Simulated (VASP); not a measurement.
# SnSe2 in VASP: a series of runs, part 2 of 2

VASP 6.6.1.

**3. Single point, PBE**

This run uses another cell than the first one, of 63.12 Å³/atom, 1.663 times its volume.

INCAR

```
SYSTEM = SnSe2
PREC = Accurate
ENCUT = 340
EDIFF = 1E-7
ISMEAR = 0
SIGMA = 0.05
LREAL = .FALSE.
LASPH = .TRUE.
NELM = 120
ALGO = Normal
ISIF = 2
LWAVE = .FALSE.
LCHARG = .FALSE.
LDIPOL = .TRUE.
IDIPOL = 3
DIPOL = 0.5 0.5 0.500
GGA = PE
NBANDS = 24
LVHAR = .TRUE.
LVACPOTAV = .TRUE.
```

KPOINTS

```
regular mesh
0
G
  7 7 1
  0 0 0
```

POSCAR

```
SnSe2
1.0
    3.8110000000      0.0000000000      0.0000000000
   -1.9055000000      3.3004228100      0.0000000000
    0.0000000000      0.0000000000     15.0557280000
Se Sn
2 1
Direct
    0.6666666667      0.3333333333      0.3985194206
    0.3333333333      0.6666666667      0.6014805794
    0.0000000000      0.0000000000      0.5000000000
```

Potentials or basis: VASP PAW PBE potentials, release 64 (Se, Sn_d).

Launch:

```bash
$ cat potpaw_PBE.64/Se/POTCAR potpaw_PBE.64/Sn_d/POTCAR > POTCAR
$ mpirun -np 1 vasp_std > vasp.out
```

OUTCAR:

```text
SYSTEM = SnSe2
   PREC = Accurate
   ENCUT = 340
   EDIFF = 1E-7
   ISMEAR = 0
   LREAL = .FALSE.
   LASPH = .TRUE.
   NELM = 120
   ISIF = 2
   GGA = PE

 Found      8 irreducible k-points:

 Following reciprocal coordinates:
            Coordinates               Weight
  0.000000  0.000000  0.000000      1.000000
  0.142857  0.000000  0.000000      6.000000
  0.285714  0.000000  0.000000      6.000000
  0.428571  0.000000  0.000000      6.000000
  0.142857  0.142857  0.000000      6.000000
  0.285714  0.142857  0.000000     12.000000
   k-points           NKPTS =      8   k-points in BZ     NKDIM =      8   number of bands    NBANDS=     24
   number of dos      NEDOS =    301   number of ions     NIONS =      3
   total plane-waves  NPLWV =  55296
   dimension x,y,z NGX =    24 NGY =   24 NGZ =   96
   dimension x,y,z NGXF=    48 NGYF=   48 NGZF=  192
   ions per type =               2   1
   NGX,Y,Z   is equivalent  to a cutoff of  10.47, 10.47, 10.60 a.u.
   NGXF,Y,Z  is equivalent  to a cutoff of  20.94, 20.94, 21.20 a.u.
 SYSTEM =  SnSe2
   PREC   = accura    normal or accurate (medium, high low for compatibility)
   ISTART =      0    job   : 0-new  1-cont  2-samecut
   ICHARG =      2    charge: 1-file 2-atom 10-const
   ISPIN  =      1    spin polarized calculation?
   LNONCOLLINEAR =      F non collinear calculations
   LSORBIT =      F    spin-orbit coupling
   LASPH  =      T    aspherical Exc in radial PAW
   ENCUT  =  340.0 eV  24.99 Ry    5.00 a.u.   5.73  5.73 22.64*2*pi/ulx,y,z
   NELM   =    120;   NELMIN=  2; NELMDL= -5     # of ELM steps
   EDIFF  = 0.1E-06   stopping-criterion for ELM
   LREAL  =      F    real-space projection
   EDIFFG = 0.1E-05   stopping-criterion for IOM
   NSW    =      0    number of steps for IOM
   IBRION =     -1    ionic relax: 0-MD 1-quasi-New 2-CG
   NFREE  =      0    steps in history (QN), initial steepest desc. (CG)
   ISIF   =      2    stress and relaxation
   ISYM   =      2    0-nonsym 1-usesym 2-fastsym
   POTIM  = 0.5000    time-step for ionic-motion
   TEBEG  =    0.0;   TEEND  =   0.0 temperature during run
   PSTRESS=    0.0 pullay stress
   NELECT =      26.0000    total number of electrons
   NUPDOWN=      -1.0000    fix difference up-down
   EMIN   =  10.00;   EMAX   =-10.00  energy-range for DOS
   EFERMI =   0.00;   METHOD = LEGACY
   ISMEAR =     0;   SIGMA  =   0.05  broadening in eV -4-tet -1-fermi 0-gaus
   EFERMI_NEDOS =   21; number of points for ismear=-14 and -15
   IALGO  =     38    algorithm
   IMIX   =      4    mixing-type and parameters
     AMIX     =   0.40;   BMIX     =  1.00
     AMIX_MAG =   1.60;   BMIX_MAG =  1.00
  volume/ion in A,a.u.               =      63.12       425.98
  Fermi-wavevector in a.u.,A,eV,Ry     =   0.844557  1.595982  9.704726  0.713277
  Thomas-Fermi vector in A             =   1.959605
   LORBIT       =      0    0 simple, 1 ext, 2 COOP (PROOUT), +10 PAW based schemes
   GGA     = PE    functional components
   LHFCALC =     F    Hartree Fock is set to
   AEXX    =    0.0000 exact exchange contribution
   IVDW    =     0    specifies the selected vdW correction
   LEPSILON=     F    determine dielectric tensor
   LRPA    =     F    only Hartree local field effects (RPA)
 non-spin polarized calculation
 Gauss-broadening in eV      SIGMA  =   0.05
  energy-cutoff  :      340.00
  volume of cell :      189.37
 maximum number of plane-waves:      2714
 NGX is ok and might be reduce to    24
   NGX = 11   NGY = 11   NGZ = 45

 dipolmoment           0.000000      0.000000     -0.000000 electrons x Angstroem

 number of electron      25.9999981 magnetization

 dipolmoment           0.000000      0.000000      0.000000 electrons x Angstroem

 Free energy of the ion-electron system (eV)
  ---------------------------------------------------
  ext. energy  EPLUGINS =         0.00000000
  ---------------------------------------------------
  free energy    TOTEN  =       -11.76747504 eV

  energy without entropy =      -11.76747504  energy(sigma->0) =      -11.76747504

 E-fermi :  -1.7303     XC(G=0):  -4.4996

 val. band max:       -1.9745310418   @ k =   0.1429   0.0000   0.0000
 cond. band min:      -0.9151307433   @ k =   0.4286   0.0000   0.0000
 fundamental gap:      1.0594002985
 Fermi energy:        -1.7303389526

 k-point     1 :       0.0000    0.0000    0.0000
  band No.  band energies     occupation
      1     -23.0840      2.00000
      2     -23.0840      2.00000
      3     -23.0441      2.00000
      4     -23.0299      2.00000
      5     -23.0299      2.00000
      6     -15.7013      2.00000
[... 151 lines left out ...]
     23       8.1507      0.00000
     24       8.3094      0.00000

 [... further k-points ...]

------------------------ aborting loop because EDIFF is reached ----------------------------------------

  FORCE on cell =-STRESS in cart. coord.  units (eV):
  Direction    XX          YY          ZZ          XY          YZ          ZX
  --------------------------------------------------------------------------------------
  -------------------------------------------------------------------------------------
  Total        2.0739742      2.0739742      2.5878670      0.0000000      0.0000000      0.0000000
  in kB       17.5470308     17.5470308     21.8948640      0.0000000      0.0000000      0.0000000
  external PRESSURE =      18.9963085 kB  Pullay stress =       0.0000000 kB

 VOLUME and BASIS-vectors are now :
 -----------------------------------------------------------------------------
  energy-cutoff  :      340.00
  volume of cell :      189.37
      direct lattice vectors                 reciprocal lattice vectors
     3.811000000  0.000000000  0.000000000     0.262398321  0.151495741  0.000000000
    -1.905500000  3.300422810  0.000000000     0.000000000  0.302991482  0.000000000
     0.000000000  0.000000000 15.055728000     0.000000000  0.000000000  0.066419903

 POSITION                                       TOTAL-FORCE (eV/Angst)
 -----------------------------------------------------------------------------------
      1.90550      1.10014      6.00000         0.000000     -0.000000     -0.881124
     -0.00000      2.20028      9.05573        -0.000000      0.000000      0.881124
      0.00000      0.00000      7.52786         0.000000      0.000000      0.000000
 -----------------------------------------------------------------------------------
    total drift:                               -0.000000      0.000000      0.000000

  FREE ENERGIE OF THE ION-ELECTRON SYSTEM (eV)
  ---------------------------------------------------
  free  energy   TOTEN  =       -11.7674750390 eV

  energy  without entropy=      -11.7674750390  energy(sigma->0) =      -11.76747504

 vacuum level on the upper side and lower side of the slab         4.117         4.117
```

OSZICAR:

```text
N       E                     dE             d eps       ncg     rms          rms(c)
DAV:   1     0.166027201321E+03    0.16603E+03   -0.93956E+03   416   0.715E+02
DAV:   2     0.633846514082E+01   -0.15969E+03   -0.15424E+03   456   0.206E+02
DAV:   3    -0.115276338259E+02   -0.17866E+02   -0.17769E+02   512   0.812E+01
[... 11 lines left out ...]
DAV:  15    -0.117674595214E+02   -0.28752E-04   -0.68475E-07   440   0.513E-03    0.234E-03
DAV:  16    -0.117674690625E+02   -0.95411E-05   -0.12998E-07   376   0.249E-03    0.596E-04
DAV:  17    -0.117674742737E+02   -0.52112E-05   -0.88465E-08   360   0.968E-04    0.741E-04
DAV:  18    -0.117674749427E+02   -0.66897E-06   -0.20317E-08   376   0.907E-04    0.184E-04
DAV:  19    -0.117674750390E+02   -0.96275E-07   -0.31947E-09   384   0.320E-04
   1 F= -.11767475E+02 E0= -.11767475E+02  d E =-.151216E-12
```

It took 14 s on 1 thread of Intel Xeon 6975P-C (Granite Rapids), shared host; peak memory 0.22 GiB.

The run converged, but some of its settings lie outside the range that counts as converged, so its numbers aren't taken as properties of the slab.

What came out:

```yaml
Free_energy: -11.7675 eV
Largest_force: 0.881 eV/Å
Band_gap_on_the_k_mesh: 1.06 eV, indirect (least direct gap 1.34 eV)
Ionisation_potential_of_the_upper_face: 6.09 eV
```

Caveat: spin-orbit coupling is left out, which moves the levels of the heavy elements.
